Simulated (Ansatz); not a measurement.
Al$_{2}$Ru: how the k-point mesh moves the results

Method: DFT PBEsol, scalar-relativistic, plane waves, PAW (Ansatz).

```
CELL_PARAMETERS angstrom
0.05292 3.99733 4.29016
2.41165 0.02287 4.29773
2.36293 3.97693 0.04688
ATOMIC_POSITIONS crystal
Al 0.08903 0.42592 0.08601
Al 0.44783 0.06240 0.37025
Al 0.18956 0.81713 0.15464
Al 0.77819 0.16980 0.89295
Ru 0.74018 0.74651 0.76424
Ru 0.50986 0.47072 0.48322
```

| Quantity | Value |
| --- | --- |
| plane-wave cutoff | 420 eV |
| occupation rule | Gaussian smearing, 0.01 eV |
| spin treatment | unpolarised |

The atoms are held and the k-point mesh is swept. Energies are extrapolated to zero smearing and count from the reference run, 8×8×8. The cell was strained and its atoms displaced at random, so that forces don't vanish. The meshes are Γ-centred. Pressure is positive in compression.

Times are rough; the reference took 97 s on 1 thread of Intel(R) Xeon(R) Processor @ 2.50GHz (Skylake/Cascade Lake), on a shared host, peak memory 0.69 GiB.

(1) Tried: 1×1×1, 2×2×2, 4×4×4, 6×6×6, 8×8×8. From which k-point mesh on does the energy per atom stay within 100, 10 and 1 meV of the reference?

## Answers

(1) 2×2×2 for 100 meV, 4×4×4 for 10 meV, 4×4×4 for 1 meV. The reference itself isn't shown to be converged. At 4×4×4, where the energy is within 10 meV, force components already agree to within 0.006 eV/Å, where the largest force is 6.277 eV/Å.

| mesh | ΔE (meV/atom) | P (GPa) | largest change of a force component (eV/Å) | gap on mesh (eV) | irreducible points | wall time (s) |
| --- | --- | --- | --- | --- | --- | --- |
| 1×1×1 | 1094 | 15.19 | 1.290 | 1.116 | 1 | 1.8 |
| 2×2×2 | 20.8 | 11.58 | 0.078 | 0.069 | 8 | 3 |
| 4×4×4 | 0.14 | 10.83 | 0.006 | 0.090 | 36 | 15 |
| 6×6×6 | 0.04 | 10.83 | 0.002 | 0.091 | 112 | 44 |
| 8×8×8 | 0.00 | 10.83 | 0.000 | 0.084 | 260 | 97 |